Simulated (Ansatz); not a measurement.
## CsSnI₃: do energies and stresses tell the same story?

All numbers below come from DFT PBE, scalar-relativistic, plane waves, PAW in Ansatz.

Cutoff 420 eV; k points 6×6×6 on the computed 5-atom cell (Γ-centred); Gaussian smearing, width 0.02 eV; no spin polarisation.

Relaxed cell: Pm-3m, a = 6.283 Å, b = 6.283 Å, c = 6.283 Å, α = 90.00°, β = 90.00°, γ = 90.00°, 5 atoms in the primitive cell.

Energies at zero smearing and pressures from the stress tensor, at volumes with shape and atoms relaxed:
```json
{"V (Å³/atom)": "46.633", "E − E(first) (meV/atom)": "0.00", "P (GPa)": "1.129"}
{"V (Å³/atom)": "48.121", "E − E(first) (meV/atom)": "-7.61", "P (GPa)": "0.527"}
{"V (Å³/atom)": "49.610", "E − E(first) (meV/atom)": "-10.09", "P (GPa)": "0.020"}
{"V (Å³/atom)": "51.098", "E − E(first) (meV/atom)": "-8.22", "P (GPa)": "-0.409"}
{"V (Å³/atom)": "52.586", "E − E(first) (meV/atom)": "-2.69", "P (GPa)": "-0.772"}
```

Q: Check P = −dE/dV between neighbouring volumes, and get the bulk modulus from the pressures alone.

A: With 1 eV/Å³ = 160.2 GPa:
```json
{"middle V (Å³/atom)": "47.377", "−ΔE/ΔV (GPa)": "0.820", "mean P (GPa)": "0.828"}
{"middle V (Å³/atom)": "48.866", "−ΔE/ΔV (GPa)": "0.266", "mean P (GPa)": "0.273"}
{"middle V (Å³/atom)": "50.354", "−ΔE/ΔV (GPa)": "-0.201", "mean P (GPa)": "-0.195"}
{"middle V (Å³/atom)": "51.842", "−ΔE/ΔV (GPa)": "-0.596", "mean P (GPa)": "-0.591"}
```

The two differ by 0.009 GPa at most. The mean of two end pressures misses the average over a step by about ΔV² P″/12, up to 0.009 GPa here; with that taken off 0.000 GPa remains. Around V = 49.610 Å³/atom, the two neighbours give B = −V ΔP/ΔV = 49.610 × 0.937 / 2.977 = 15.6 GPa, against B0 = 15.4 GPa from the Birch–Murnaghan fit of the energies.

Symmetry holds off the tilts and polar distortions that many cubic perovskites undergo.